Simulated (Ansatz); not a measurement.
A first try at the levels without and with spin-orbit coupling of CuI, space group Cmcm, using the Python package of Ansatz (0.2.0).

Script `run_soc.py`:
```python
# -*- coding: utf-8 -*-
"""What spin-orbit coupling does to the bands of CuI."""

import ansatz as az

crystal = (
    az.Lattice.of([3.73316759, -3.71108637, 0.0], [3.73316759, 3.71108637, 0.0], [0.0, 0.0, 4.30699767])
    .atom("Cu", [0.42043883, 0.57956117, 0.75])
    .atom("Cu", [0.57956117, 0.42043883, 0.25])
    .atom("I", [0.77004268, 0.22995732, 0.75])
    .atom("I", [0.22995732, 0.77004268, 0.25])
)

setup = crystal.calculation()
setup = setup.functional("pbesol", dispersion="d3bjatm")
setup = setup.basis(-18 * az.Ha)
setup = setup.kpoints(4, center="gamma")
setup = setup.occupations("fixed")
setup = setup.band_table()
for label, variant in (("scalar-relativistic", setup), ("spin-orbit", setup.spin(soc=True))):
    report = variant.run().report
    zero = report["band_edges_ev"][0] if report.get("band_edges_ev") else report["fermi_energy_ev"]
    near = [round(e - zero, 3) for e in report["eigenvalues_ev"][0] if abs(e - zero) < 3]
    print(label)
    print("  band edges (eV):", [round(e, 3) for e in report.get("band_edges_ev") or []] or "none reported")
    print("  levels at k =", report["kpoints_frac"][0], "within 3 eV of the zero:", near)
```

```console
$ python run_soc.py
Traceback (most recent call last):
  File "run_soc.py", line 21, in <module>
    report = variant.run().report
             ~~~~~~~~~~~^^
  ...
ansatz.RefusalError: invalid value for `basis.ecutwfc`: must be finite and > 0; got -489.804952427784 eV
$ echo $?
1
```
(Library frames cut from the traceback.)

Find the fault and give the corrected script.

The fault: the cutoff is negative. The correction:

```diff
--- before
+++ after
@@ -15,3 +15,3 @@
 setup = setup.functional("pbesol", dispersion="d3bjatm")
-setup = setup.basis(-18 * az.Ha)
+setup = setup.basis(18 * az.Ha)
 setup = setup.kpoints(4, center="gamma")
```

After the fix:

```console
$ python run_soc.py
scalar-relativistic
  band edges (eV): [7.193, 8.122]
  levels at k = [0.0, 0.0, 0.0] within 3 eV of the zero: [-2.686, -2.591, -2.35, -2.254, -2.176, -1.893, -1.854, -1.799, -1.483, -0.941, 0.0, 0.928, 1.646, 2.373]
spin-orbit
  band edges (eV): [7.242, 8.127]
  levels at k = [0.0, 0.0, 0.0] within 3 eV of the zero: [-2.755, -2.755, -2.643, -2.643, -2.406, -2.406, -2.32, -2.32, -2.222, -2.222, -1.999, -1.999, -1.874, -1.874, -1.828, -1.828, -1.502, -1.502, -0.939, -0.939, 0.0, 0.0, 0.885, 0.885, 1.597, 1.597, 2.328, 2.328]
```

Notes:
- The computed bands are complete only to about 5.9 eV above the Fermi level.
- Without a Hubbard U or exact exchange, semilocal functionals often make such 3d compounds metallic or too weakly gapped.
- This cell is a computed structure, which may not be the phase found in nature.
- Gaps and levels are Kohn-Sham values on a finite set of k-points.
- With spin-orbit coupling each level holds one electron and, with inversion or at time-reversal points, comes in pairs; a window in energy can cut a split set.
- By the engine's processor time: 35 s on 1 thread of Intel(R) Xeon(R) Processor @ 2.30GHz, on a shared host, peak memory 1 GiB.
